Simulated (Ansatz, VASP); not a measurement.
## Two plane-wave programs on NiO

INCAR

```
PREC     = Accurate       # precision mode
ENCUT    = 520            # plane-wave cutoff, eV
EDIFF    = 1E-7           # SCF threshold, eV
ISMEAR   = 0              # smearing method
SIGMA    = 0.05           # smearing width, eV
LREAL    = F              # projectors in reciprocal space
LASPH    = T              # aspherical terms in the spheres
NELM     = 80             # most SCF steps
ALGO     = Normal         # electronic algorithm
ISIF     = 2              # what is computed and relaxed
LWAVE    = F              # write WAVECAR
LCHARG   = T              # write CHGCAR
GGA      = PE             # functional
LELF     = T              # ELF
LVHAR    = T            
NBANDS   = 15             # bands
```

The input KPOINTS:

```
Automatic mesh
0
Gamma
  14 14 14
```

File POSCAR:

```
NiO
1.0
    1.4705186667      0.8490043481      2.4013337135
   -1.4705186667      0.8490043481      2.4013337135
    0.0000000000     -1.6980086962      2.4013337135
Ni O
1 1
Direct
    1.0000000000      0.0000000000      0.0000000000
    0.5000000000      0.5000000000      0.5000000000
```

Input for Ansatz:

```yaml
crystal:
  lattice:
    - [1.4705186667, 0.8490043481, 2.4013337135]
    - [-1.4705186667, 0.8490043481, 2.4013337135]
    - [0.0, -1.6980086962, 2.4013337135]
  atoms:
    - { symbol: Ni, position: [1.0, 0.0, 0.0] }
    - { symbol: O, position: [0.5, 0.5, 0.5] }
basis:
  ecutwfc: 420
  ecutrho_ratio: 4
kpoints:
  mp_grid: { grid: [14, 14, 14] }
  band_path:
    path:
      - [[0.0, 0.0, 0.0], [0.49999817, 0.5, -1.83e-06], [0.62499908, 0.37500046, -1.38e-06]]
      - [[0.37500138, 1.38e-06, -0.375], [0.0, 0.0, 0.0], [0.50000092, 9.2e-07, 0.0], [0.5, 0.25000092, -0.25000092], [0.49999817, 0.5, -1.83e-06]]
    npoints: 14
hamiltonian:
  xc: pbe
scf:
  occupations: { method: gaussian, width: 0.05 }
  n_extra_bands: 11
output:
  forces: true
  stress: true
  eigenvalues: true
  populations: true
  dos: { projected: true, de: 0.02, nscf_kmesh: { grid: [21, 21, 21] } }
  bader: true
```

The cell was built by a generator and needn't be a form met in nature.

Alike in both runs: task single point; functional PBE; k mesh 14 × 14 × 14; occupations gaussian, width 0.05 eV; no spin polarisation.

|  | VASP | Ansatz |
| --- | --- | --- |
| version | VASP 6.6.1 | Ansatz 0.2.0 |
| potentials or method | VASP PAW PBE potentials, release 64 (Ni, O) | scalar-relativistic, plane waves, PAW |
| plane-wave cutoff (eV) | 520 | 420 |
| valence electrons in the cell | 16 | 24 |

|  | VASP | Ansatz | Ansatz less VASP |
| --- | --- | --- | --- |
| gap on the k mesh at the Fermi level (eV) | none | none | - |
| pressure (GPa) | 0.1 | 0.0 | -0.13 |

A gap of «none» marks a metal or a gap that the smearing closes. The functional is the same, so the differences come from potentials, cutoffs and numerics. The two sets of potentials don't hold the same shells in valence. Ansatz warned: «near_symmetry_operations_not_taken».

Caveats: the run has no spin polarisation, though such a crystal can be magnetic; semilocal functionals often make such compounds metallic where correlation or magnetic order opens a gap, which also shifts bond lengths. Spin polarisation is off, so any magnetic state and its effect on volume and gap are missing.
